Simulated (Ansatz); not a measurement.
Crystal: Na.

```
Na
1.0
    -2.14100    2.14100    2.14100
     2.14100   -2.14100    2.14100
     2.14100    2.14100   -2.14100
Na
1
Cartesian
  0.0000 0.0000 0.0000
```

| Item | Value |
| --- | --- |
| Program | Ansatz 0.2.0 |
| Task | relaxation of cell and atoms |
| Functional | PBE |
| Dispersion | D3(BJ)-ATM |
| Potentials or basis | Ansatz PAW |
| Cutoff | 420 eV (not typed: the program's choice for these potentials) |
| k mesh | 9 × 9 × 9 |
| Occupations | fermi-dirac, width 0.05 eV |
| Spin | no spin polarisation |

At the start: volume 39.26 Å³/atom.

How do energy, volume and symmetry change on relaxing?

It ends after 5 steps and the volume is 34.26 Å³/atom (-12.7 %); space group Im-3m (No. 229, to 0.05 Å).

The path:
```
step  energy change (eV)  largest force (eV/Å)  volume (Å³)
   1              0.0000                0.0000        39.26
   2             -0.0052                0.0000        38.34
   3             -0.0167                0.0000        33.22
   4             -0.0173                0.0000        34.26
   5             -0.0171                0.0000        34.26
```

Final structure:
```
Na
1.0
    -2.04602    2.04602    2.04602
     2.04602   -2.04602    2.04602
     2.04602    2.04602   -2.04602
Na
1
Direct
  0.00000 0.00000 0.00000
```

Caveat: the plane-wave basis is chosen anew once the cell has moved, so the energies of steps on either side of that aren't comparable; pairwise dispersion overbinds metals, which lowers pressure and volume.
